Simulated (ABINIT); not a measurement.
Runs of ABINIT 10.8.3 (patched build) on GaP. It takes space group F-43m (No. 216, cubic). Conventional cell: a = 5.451 Å, b = 5.451 Å, c = 5.451 Å, α = 90.00°, β = 90.00°, γ = 90.00°. Around Ga (site symmetry -43m) lie 4 P at 2.36 Å. P (site symmetry -43m) is surrounded by 4 Ga at 2.36 Å. 

| task | level | potentials or basis | k mesh | cutoff (eV) | fine-grid cutoff | mesh quality | gap on the mesh (eV) | pressure (GPa) | V0 of scaled cells (Å³/atom) | B0 (GPa) |
| --- | --- | --- | --- | --- | --- | --- | --- | --- | --- | --- |
| single point | r2SCAN | JTH PAW PBE v2.0 | 3 × 3 × 3 | 653 | 1251.72 eV | coarse | 1.97 | 1.3 | - | - |
| band structure | RPBE | JTH PAW PBE v2.0 | 8 × 8 × 8 | 544 | 1088.46 eV | not flagged | 1.73 | 4.6 | - | - |
| band structure | HLE16 | JTH PAW PBE v2.0 | 8 × 8 × 8 | 544 | 1088.46 eV | not flagged | 2.28 | -11.1 | - | - |
| band structure | AM05 | JTH PAW PBE v2.0 | 8 × 8 × 8 | 544 | 1088.46 eV | not flagged | 1.60 | -0.2 | - | - |
| single point | PBEsol | JTH PAW PBE v2.0 | 10 × 10 × 10 | 544 | 1088.46 eV | not flagged | (b) | -0.4 | - | - |
| equation of state | WC | JTH PAW PBE v2.0 | 8 × 8 × 8 | 544 | 1088.46 eV | not flagged | - | - | 20.14 | (a) |
| equation of state | LDA-VWN | JTH PAW LDA v2.0 | 8 × 8 × 8 | 544 | 1088.46 eV | not flagged | - | - | 19.58 | 90 |
| band structure | HCTH407 | JTH PAW PBE v2.0 | 8 × 8 × 8 | 544 | 1088.46 eV | not flagged | 1.98 | 2.9 | - | - |

Alike in all rows: no spin polarisation; cell as given; smearing fermi-dirac 0.05 eV.

Problem. Fill in the values left out.

Solution. (a) 85; (b) 1.48.

Caveats: some runs use coarse meshes; the PAW data sets were made with another functional, which shifts forces and pressure a little (some runs); pressures at fixed basis lie under the slope of the energies (some runs); an odd mesh through Γ misses points on the zone boundary, where band edges often lie (some runs); the potentials were made for a functional far from this one (some runs); the potentials were made for another functional, which shifts forces and pressure (some runs).

A k mesh can miss the band edges, and the runs leave out spin-orbit coupling on Ga.

Runs at the PBE level aren't shown here.
